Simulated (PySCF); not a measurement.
**Simulated characterisation data**

- coordinates at the GFN2-xTB level
- shieldings: GIAO PBE0/pcSseg-1
- program: PySCF 2.14
- a single conformation, non-relativistic, isolated molecule, fast rotation and ring inversion assumed for equivalent nuclei

δ = σ(ref) − σ, references computed at the same level: ¹H and ¹³C vs TMS. Splittings of carbon signals by F and P are missing where no couplings were computed. Where no couplings were computed, multiplicities follow the n + 1 count of equivalent neighbours, and m marks all less simple cases (inequivalent or close neighbours, rings, F or P nearby). Shifts are as computed. Against solution values, carbons near 30 ppm lie about +3 ppm off and those near 130 ppm about +5 ppm. Of 1211 compounds with measured shifts, 218 miss one by over three times the rms of a fit or turn the order of signals round; such compounds aren't used in these exercises. OH and NH positions are gas-phase values without hydrogen bonding to other molecules.

**1.** 1,3-cyclohexadiene, C₆H₈. ¹H NMR (500 MHz, computed): δ 6.21 (m, 2H), 6.05 (m, 2H), 2.25 (m, 4H). ¹³C{¹H} NMR (computed): δ 133.7, 132.0, 25.7.

**2.** SMILES n1c(C#C)c(C)nn1C=C, C₇H₇N₃. ¹H NMR (500 MHz, computed): δ 7.32 (m, 1H), 6.48 (m, 1H), 5.26 (m, 1H), 3.13 (s, 1H), 2.58 (s, 3H). ¹³C{¹H} NMR (computed): δ 156.0 (C), 138.6 (CH), 135.8 (C), 109.8 (CH2), 95.0 (CH), 78.8 (C), 13.1 (CH3).

**3.** `CC#C[P@](=O)(O)c1ccco1`, C₇H₇O₃P. ¹H NMR (500 MHz, computed): δ 7.71 (m, 1H), 7.35 (m, 1H), 6.71 (m, 1H), 2.89 (br s, 1H), 2.12 (s, 3H). ¹³C{¹H} NMR (computed): δ 155.0 (C), 152.2 (CH), 126.3 (CH), 117.1 (CH), 106.2 (C), 81.5 (C), 5.2 (CH3).
